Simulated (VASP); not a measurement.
Method: PBEsol GGA, VASP's PBE PAW potentials (set 64) (plane waves; VASP).

VASP ran on this input.

INCAR:
```
SYSTEM=InN
PREC=Accurate; ENCUT=520; LREAL=.False.
LASPH=.True.; ICHARG=11
EDIFF=1E-7; NELM=100; ALGO=Normal
LMAXMIX=4
ISMEAR=0; SIGMA=0.05
GGA=PS
LWAVE=.False.; LCHARG=.False.; LORBIT=11
```

File KPOINTS:
```
k-points along high-symmetry lines
10
Line-mode
Reciprocal
  0.000000   0.000000   0.000000 ! GAMMA
  0.500000   0.000000   0.000000 ! M

  0.500000   0.000000   0.000000 ! M
  0.333333   0.333333   0.000000 ! K

  0.333333   0.333333   0.000000 ! K
  0.000000   0.000000   0.000000 ! GAMMA

  0.000000   0.000000   0.000000 ! GAMMA
  0.000000   0.000000   0.500000 ! A

  0.000000   0.000000   0.500000 ! A
  0.500000   0.000000   0.500000 ! L

  0.500000   0.000000   0.500000 ! L
  0.333333   0.333333   0.500000 ! H

  0.333333   0.333333   0.500000 ! H
  0.000000   0.000000   0.500000 ! A

  0.500000   0.000000   0.500000 ! L
  0.500000   0.000000   0.000000 ! M

  0.333333   0.333333   0.500000 ! H
  0.333333   0.333333   0.000000 ! K
```

POSCAR:
```
InN
1
    3.5378618108     0.0000000000     0.0000000000
   -1.7689309054     3.0638787272     0.0000000000
    0.0000000000     0.0000000000     5.7166932403
In N
2 2
Direct
  0.3333330000   0.6666670000   0.9981138254
  0.6666670000   0.3333330000   0.4981138254
  0.3333330000   0.6666670000   0.3768861746
  0.6666670000   0.3333330000   0.8768861746
```

POTCAR, in this order: In_d N (PBE.64 set). Program: vasp_std. Read from the step before: CHGCAR.

Output

### OSZICAR
```
       N       E                     dE             d eps       ncg     rms          rms(c)
DAV:   1     0.337358858484E+03    0.33736E+03   -0.18472E+04  3960   0.232E+03
DAV:   2     0.189577598053E+02   -0.31840E+03   -0.31154E+03  4134   0.493E+02
DAV:   3    -0.205863838126E+02   -0.39544E+02   -0.38819E+02  5036   0.178E+02
DAV:   4    -0.222787326152E+02   -0.16923E+01   -0.16825E+01  5036   0.377E+01
DAV:   5    -0.223354885062E+02   -0.56756E-01   -0.56743E-01  5418   0.638E+00
DAV:   6    -0.223373554122E+02   -0.18669E-02   -0.18669E-02  5580   0.104E+00
DAV:   7    -0.223373892265E+02   -0.33814E-04   -0.33815E-04  5474   0.151E-01
DAV:   8    -0.223373900168E+02   -0.79034E-06   -0.79000E-06  5524   0.235E-02
DAV:   9    -0.223373900347E+02   -0.17884E-07   -0.17965E-07  3908   0.378E-03
   1 F= -.22337390E+02 E0= -.22335810E+02  d E =-.315970E-02
```

### OUTCAR
```
 val. band max:        6.3806200284   @ k =   0.0000   0.0000   0.0000

 cond. band min:       6.5729224595   @ k =   0.0000   0.0000   0.0556



 k-point     1 :       0.0000    0.0000    0.0000
  band No.  band energies     occupation
      1      -8.3886      2.00000
      2      -8.2058      2.00000
      3      -6.9289      2.00000
      4      -6.9125      2.00000
      5      -6.9125      2.00000
      6      -6.8405      2.00000
      7      -6.8405      2.00000
      8      -6.6245      2.00000
      9      -6.6245      2.00000
     10      -6.4753      2.00000
     11      -6.4753      2.00000
     12      -4.7923      2.00000
     13       0.5351      2.00000
     14       5.4928      2.00000
     15       5.4928      2.00000
     16       6.0818      2.00000
     17       6.3553      1.78548
     18       6.3806      1.40029
     19       6.3806      1.39998
     20       9.0932      0.00000
     21      13.1771      0.00000
     22      15.3920      0.00000

 k-point     2 :       0.0556    0.0000    0.0000
  band No.  band energies     occupation
      1      -8.3877      2.00000
      2      -8.2058      2.00000
      3      -6.9267      2.00000
      4      -6.9065      2.00000
      5      -6.8796      2.00000
      6      -6.8358      2.00000
      7      -6.8324      2.00000
      8      -6.6276      2.00000
      9      -6.6250      2.00000
     10      -6.4819      2.00000
     11      -6.4743      2.00000
     12      -4.7710      2.00000
     13       0.5705      2.00000
     14       5.2854      2.00000
     15       5.4399      2.00000
     16       5.6369      2.00000
     17       6.3195      1.97567
     18       6.3556      1.78203
     19       6.8313      0.00000
     20       9.2780      0.00000
     21      13.1615      0.00000
     22      15.0736      0.00000

 k-point     3 :       0.1111    0.0000    0.0000
  band No.  band energies     occupation
      1      -8.3857      2.00000
      2      -8.2083      2.00000
...
```

The density is held fixed in this step, so its total energy and stress have no physical meaning. Unless said otherwise, spin-orbit coupling is left out, though it shifts the bands of the heavy elements here.

The structure was generated: InN was put into the wurtzite type (P6_3mc), which need not be its known phase. It was relaxed first.
